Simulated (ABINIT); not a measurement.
# In in ABINIT: work function with PBE

Aim: the work function of In with PBE.

Everything below comes from runs of ABINIT 10.8.3 (patched build). Logs are shortened: lines on timing, memory, paths and dates and some standing lists are left out, and cuts for length are marked. The log counts tension as positive stress, the text compression.

## 1. The undisturbed slab

The cell holds a slab with vacuum, 5 atoms: a = 3.339 Å, b = 3.339 Å, c = 25.932 Å, α = 90.00°, β = 90.00°, γ = 120.00°.

## 2. Work function, PBE

Contents of run.abi:

```
# Pseudopotentials
pp_dirpath "./"
pseudos "In.GGA_PBE-JTH.xml"

# Structure
acell 6.3103126348 6.3103126308 49.0038833414
rprim
     1.0000000000     0.0000000000     0.0000000000
    -0.5000000003     0.8660254036     0.0000000000
     0.0000000000     0.0000000000     1.0000000000
ntypat 1
znucl 49
natom 5
typat 1 1 1 1 1
xred
     0.6666666700     0.3333333300     0.2846993500
     0.0000000000     0.0000000000     0.3928403700
     0.6666666700     0.3333333300     0.5000000000
     0.3333333300     0.6666666700     0.6071596300
     0.6666666700     0.3333333300     0.7153006500
chkprim 0
chksymtnons 0
tolsym 1.0e-6

# Plane-wave basis
ecut 598.650497 eV
pawecutdg 44.0
pawxcdev 0

# k points
kptopt 1
ngkpt 9 9 1
nshiftk 1
shiftk 0.0 0.0 0.0

# Exchange and correlation
ixc 11

# Bands and occupations
nband 39
occopt 3
tsmear 0.05 eV

# SCF cycle
nstep 120
tolvrs 1.0e-9

# Output
iomode 3
prtwf 0
prteig 0
prtebands 0
enunit 1
prtden 1
prtvha 1
prtvclmb 1
prtpot 1
```

Potentials or basis: JTH PAW PBE v2.0.

Started as:

```
$ mpirun --bind-to none -np 4 abinit run.abi > log 2>&1
```

run.abo:

```text
.Version 10.8.3 of ABINIT
 Symmetries : space group P-3 m 1 (#164); Bravais hP (primitive hexag.)
================================================================================
 Values of the parameters that define the memory need of the present run
     intxc =       0    ionmov =       0      iscf =      17    lmnmax =      18
     lnmax =       6     mgfft =     216  mpssoang =       3    mqgrid =   14633
     natom =       5  nloc_mem =       2    nspden =       1   nspinor =       1
    nsppol =       1      nsym =      12    n1xccc =       1    ntypat =       1
    occopt =       3   xclevel =       2
       mpw =        8383          nfft =      194400          nkpt =          12
Pmy_natom=         2
 PAW method is used; the additional fine FFT grid is defined by:
   mgfftf=       300    nfftf =    480000
================================================================================
================================================================================

--------------------------------------------------------------------------------
------------- Echo of variables that govern the present computation ------------
--------------------------------------------------------------------------------
 -outvars: echo values of preprocessed input variables --------
            acell      6.3103126348E+00  6.3103126308E+00  4.9003883341E+01 Bohr
              amu      1.14820000E+02
          chkprim           0
      chksymtnons           0
             ecut      2.20000000E+01 Hartree
           enunit           1
              ixc          11
         kptrlatt        9    0    0      0    9    0      0    0    1
          kptrlen      5.67928137E+01
            natom           5
            nband          39
            ngfft          30      30     216
          ngfftdg          40      40     300
             nkpt          12
            nstep         120
             nsym          12
           ntypat           1
           occopt           3
        pawecutdg      4.40000000E+01 Hartree
         pawxcdev           0
        prtebands           0
           prteig           0
           prtpot           1
         prtvclmb           1
           prtvha           1
            prtwf           0
            rprim      1.0000000000E+00  0.0000000000E+00  0.0000000000E+00
                      -5.0000000030E-01  8.6602540360E-01  0.0000000000E+00
                       0.0000000000E+00  0.0000000000E+00  1.0000000000E+00
          spgroup         164
           tolsym      1.00000000E-06
           tolvrs      1.00000000E-09
           tsmear      1.83746611E-03 Hartree
            typat      1  1  1  1  1
           useylm           1
           xangst      1.6696368356E+00  9.6396525637E-01  7.3827490362E+00
                       1.6696368157E-08 -9.6396525881E-09  1.0187033666E+01
                       1.6696368356E+00  9.6396525637E-01  1.2965869146E+01
                       1.6734082863E-08  1.9279305224E+00  1.5744704627E+01
                       1.6696368356E+00  9.6396525637E-01  1.8548989256E+01
            xcart      3.1551563490E+00  1.8216303294E+00  1.3951373735E+01
                       3.1551563113E-08 -1.8216303340E-08  1.9250703663E+01
                       3.1551563490E+00  1.8216303294E+00  2.4501941671E+01
                       3.1622833580E-08  3.6432606771E+00  2.9753179678E+01
                       3.1551563490E+00  1.8216303294E+00  3.5052509607E+01
             xred      6.6666667000E-01  3.3333333000E-01  2.8469935000E-01
                       3.3333333362E-09 -3.3333333084E-09  3.9284037000E-01
                       6.6666667000E-01  3.3333333000E-01  5.0000000000E-01
                       3.3333333667E-01  6.6666666333E-01  6.0715963000E-01
                       6.6666667000E-01  3.3333333000E-01  7.1530065000E-01
            znucl       49.00000

================================================================================

 chkinp: Checking input parameters for consistency.

================================================================================
== DATASET  1 ==================================================================

--- !DatasetInfo
iteration_state: {dtset: 1, }
dimensions: {natom: 5, nkpt: 12, mband: 39, nsppol: 1, nspinor: 1, nspden: 1, mpw: 8383, }
cutoff_energies: {ecut:  22.0, pawecutdg:  44.0, }
electrons: {nelect:   6.50000000E+01, charge:   0.00000000E+00, occopt:   3.00000000E+00, tsmear:   1.83746611E-03, }
meta: {optdriver: 0, ionmov: 0, optcell: 0, iscf: 17, paral_kgb: 0, }
...

 Exchange-correlation functional for the present dataset will be:
  GGA: Perdew-Burke-Ernzerhof functional - ixc=11
  J.P.Perdew, K.Burke, M.Ernzerhof, PRL 77, 3865 (1996)

 Real(R)+Recip(G) space primitive vectors, cartesian coordinates (Bohr,Bohr^-1):
 R(1)=  6.3103126  0.0000000  0.0000000  G(1)=  0.1584708  0.0914931  0.0000000
 R(2)= -3.1551563  5.4648910  0.0000000  G(2)=  0.0000000  0.1829863  0.0000000
 R(3)=  0.0000000  0.0000000 49.0038833  G(3)=  0.0000000  0.0000000  0.0204065
 Unit cell volume ucvol=  1.6899073E+03 bohr^3
 Angles (23,13,12)=  9.00000000E+01  9.00000000E+01  1.20000000E+02 degrees

 Coarse grid specifications (used for wave-functions):

 getcut: wavevector=  0.0000  0.0000  0.0000  ngfft=  30  30 216
         ecut(hartree)=     22.000   => boxcut(ratio)=   2.08760

 Fine grid specifications (used for densities):

 getcut: wavevector=  0.0000  0.0000  0.0000  ngfft=  40  40 300
         ecut(hartree)=     44.000   => boxcut(ratio)=   2.05021

--- Pseudopotential description ------------------------------------------------
- pspini: atom type   1  psp file is ./In.GGA_PBE-JTH.xml
 Pseudopotential format is: paw10
[... 76 lines left out ...]
- [  1.11739914E-05,  -5.73162784E-14,   0.00000000E+00, ]
- [ -5.73162784E-14,   1.11739964E-05,   0.00000000E+00, ]
- [  0.00000000E+00,   0.00000000E+00,  -2.28297385E-05, ]
pressure_GPa:   4.7245E-03
xred      :
- [  6.6667E-01,   3.3333E-01,   2.8470E-01, In]
- [  3.3333E-09,  -3.3333E-09,   3.9284E-01, In]
- [  6.6667E-01,   3.3333E-01,   5.0000E-01, In]
- [  3.3333E-01,   6.6667E-01,   6.0716E-01, In]
- [  6.6667E-01,   3.3333E-01,   7.1530E-01, In]
cartesian_forces: # hartree/bohr
- [ -5.46183063E-28,  -1.26135576E-27,  -1.48321330E-03, ]
- [ -5.46183063E-28,  -2.83805045E-27,  -6.53585206E-04, ]
- [ -3.27709838E-27,  -1.26135576E-27,  -0.00000000E+00, ]
- [  7.64656289E-27,   8.19881241E-27,   6.53585206E-04, ]
- [ -3.27709838E-27,  -2.83805045E-27,   1.48321330E-03, ]
force_length_stats: {min:   3.51146581E-27, max:   1.48321330E-03, mean:   8.54719403E-04, }
...

 Integrated electronic density in atomic spheres:
 ------------------------------------------------
 Atom  Sphere_radius  Integrated_density
    1        2.50645         11.07971615
    2        2.50645         11.10350297
    3        2.50645         11.11135882
    4        2.50645         11.10422995
    5        2.50645         11.07959023

================================================================================

 ----iterations are completed or convergence reached----

 Mean square residual over all n,k,spin=   13.621E-10; max=  58.331E-08
 reduced coordinates (array xred) for    5 atoms
       0.666666670000      0.333333330000      0.284699350000
       0.000000003333     -0.000000003333      0.392840370000
       0.666666670000      0.333333330000      0.500000000000
       0.333333336667      0.666666663333      0.607159630000
       0.666666670000      0.333333330000      0.715300650000
 rms dE/dt=  2.9003E-02; max dE/dt=  7.2683E-02; dE/dt below (all hartree)
    1      -0.000000000000      0.000000000000      0.072683211595
    2      -0.000000000000      0.000000000000      0.032028213183
    3       0.000000000000      0.000000000000      0.000000000000
    4      -0.000000000000     -0.000000000000     -0.032028213183
    5       0.000000000000      0.000000000000     -0.072683211595

 cartesian coordinates (angstrom) at end:
    1      1.66963683558724     0.96396525636868     7.38274903622369
    2      0.00000001669637    -0.00000000963965    10.18703366553966
    3      1.66963683558724     0.96396525636868    12.96586914621282
    4      0.00000001673408     1.92793052237700    15.74470462688598
    5      1.66963683558724     0.96396525636868    18.54898925620195

 cartesian forces (hartree/bohr) at end:
    1     -0.00000000000000    -0.00000000000000    -0.00148321330145
    2     -0.00000000000000    -0.00000000000000    -0.00065358520588
    3     -0.00000000000000    -0.00000000000000    -0.00000000000000
    4      0.00000000000000     0.00000000000000     0.00065358520588
    5     -0.00000000000000    -0.00000000000000     0.00148321330145
 frms,max,avg= 5.9184405E-04 1.4832133E-03   0.000E+00  0.000E+00  0.000E+00 h/b

 cartesian forces (eV/Angstrom) at end:
    1     -0.00000000000000    -0.00000000000000    -0.07626989452062
    2     -0.00000000000000    -0.00000000000000    -0.03360870258129
    3     -0.00000000000000    -0.00000000000000    -0.00000000000000
    4      0.00000000000000     0.00000000000000     0.03360870258129
    5     -0.00000000000000    -0.00000000000000     0.07626989452062
 frms,max,avg= 3.0433845E-02 7.6269895E-02   0.000E+00  0.000E+00  0.000E+00 e/A
 length scales=  6.310312634800  6.310312630800 49.003883341400 bohr
              =  3.339273637744  3.339273635627 25.931738292426 angstroms
 Fermi (or HOMO) energy (eV) =   1.23322   Average Vxc (eV)=  -6.05565
 Eigenvalues (   eV  ) for nkpt=  12  k points:
 kpt#   1, nband= 39, wtk=  0.01235, kpt=  0.0000  0.0000  0.0000 (reduced coord)
 -13.43706  -13.43055  -13.38301  -13.38296  -13.38296  -13.38272  -13.37465  -13.37465
 -13.34694  -13.31264  -13.31264  -13.29631  -13.29631  -13.27943  -13.27943  -13.20843
 -13.20843  -13.20793  -13.20793  -13.12770  -13.12770  -13.12050  -13.12050  -13.07105
 -13.07105   -7.94549   -7.42364   -6.54541   -5.41340   -4.05210   -1.39569    0.39824
   2.45570    4.15519    5.07818    5.23049    6.86582    7.30171    9.40596
 prteigrs : prtvol=0 or 1, do not print more k-points.

--- !EnergyTerms
iteration_state     : {dtset: 1, }
comment             : Components of total free energy in Hartree
kinetic             :  6.97533732511881E+01
hartree             :  7.84872916014210E+02
xc                  : -3.77267298061316E+01
Ewald energy        :  4.87709062698162E+02
psp_core            :  4.93243486263653E+00
local_psp           : -1.65526933961980E+03
PAW spherical_terms :  5.55475249601674E+01
internal            : -2.90180757639568E+02
'-kT*entropy'       : -7.04060497558623E-04
total_energy        : -2.90181461700066E+02
total_energy_eV     : -7.89623983574383E+03
...

--- !EnergyTermsDC
iteration_state     : {dtset: 1, }
comment             : '"Double-counting" decomposition of free energy'
band_energy         : -2.56907665905381E+01
Ewald energy        :  4.87709062698162E+02
psp_core            :  4.93243486263653E+00
xc_dc               : -7.99105997337692E+02
PAW spherical_terms :  4.19745253177428E+01
internal            : -2.90180741049689E+02
'-kT*entropy'       : -7.04060497558623E-04
total_energy_dc     : -2.90181445110187E+02
total_energy_dc_eV  : -7.89623938431023E+03
...

--- !EnergyTermsWithPAWCore
iteration_state     : {dtset: 1, }
comment             : 'Components of total free energy, including PAW core contributions'
Total energy        : -2.94085976642230E+04
Total energy DC     : -2.94085976476331E+04
Total energy (eV)   : -8.00248709993825E+05
Total energy DC (eV): -8.00248709542392E+05
...

 Cartesian components of stress tensor (hartree/bohr^3)
  sigma(1 1)=  1.11739914E-05  sigma(3 2)=  0.00000000E+00
  sigma(2 2)=  1.11739964E-05  sigma(3 1)=  0.00000000E+00
  sigma(3 3)= -2.28297385E-05  sigma(2 1)= -5.73162784E-14

-Cartesian components of stress tensor (GPa)         [Pressure=  4.7245E-03 GPa]
- sigma(1 1)=  3.28750178E-01  sigma(3 2)=  0.00000000E+00
- sigma(2 2)=  3.28750324E-01  sigma(3 1)=  0.00000000E+00
- sigma(3 3)= -6.71674096E-01  sigma(2 1)= -1.68630313E-09

== END DATASET(S) ==============================================================
================================================================================

 -outvars: echo values of variables after computation  --------
            acell      6.3103126348E+00  6.3103126308E+00  4.9003883341E+01 Bohr
           etotal     -2.9018144511E+02
            fcart     -5.4618306336E-28 -1.2613557557E-27 -1.4832133014E-03
                      -5.4618306336E-28 -2.8380504503E-27 -6.5358520588E-04
                      -3.2770983802E-27 -1.2613557556E-27 -0.0000000000E+00
                       7.6465628870E-27  8.1988124119E-27  6.5358520588E-04
                      -3.2770983802E-27 -2.8380504503E-27  1.4832133014E-03
            rprim      1.0000000000E+00  0.0000000000E+00  0.0000000000E+00
                      -5.0000000030E-01  8.6602540360E-01  0.0000000000E+00
                       0.0000000000E+00  0.0000000000E+00  1.0000000000E+00
           strten      1.1173991440E-05  1.1173996403E-05 -2.2829738482E-05
                       0.0000000000E+00  0.0000000000E+00 -5.7316278381E-14
           xangst      1.6696368356E+00  9.6396525637E-01  7.3827490362E+00
                       1.6696368157E-08 -9.6396525881E-09  1.0187033666E+01
                       1.6696368356E+00  9.6396525637E-01  1.2965869146E+01
                       1.6734082863E-08  1.9279305224E+00  1.5744704627E+01
                       1.6696368356E+00  9.6396525637E-01  1.8548989256E+01
             xred      6.6666667000E-01  3.3333333000E-01  2.8469935000E-01
                       3.3333333362E-09 -3.3333333084E-09  3.9284037000E-01
                       6.6666667000E-01  3.3333333000E-01  5.0000000000E-01
                       3.3333333667E-01  6.6666666333E-01  6.0715963000E-01
                       6.6666667000E-01  3.3333333000E-01  7.1530065000E-01
 Calculation completed.
```

It took 2.6 min on 4 MPI ranks of Arm Neoverse V1, shared host; peak memory 1 GiB.

What came out:

| Quantity | Value |
| --- | --- |
| Free energy | -7896.2394 eV |
| Largest force | 0.076 eV/Å |
| Band gap on the k mesh | none (metal or under the smearing width) |
| Valence electrons inside the program's atomic spheres | In 11.08, 11.10, 11.11 (radii [1.3264] Å) |
| Work function | 3.87 eV |

Forces in eV/Å, atoms in the order of the input:
```
In   0.000  0.000 -0.076
In   0.000  0.000 -0.034
In   0.000  0.000  0.000
In   0.000  0.000  0.034
In   0.000  0.000  0.076
```

Levels at points of the mesh, in eV from the Fermi level:
```
           k point  band 29  band 30  band 31  band 32  band 33  band 34  band 35  band 36
(0.00, 0.00, 0.00)    -6.65    -5.29    -2.63    -0.84     1.22     2.92     3.84     4.00
```
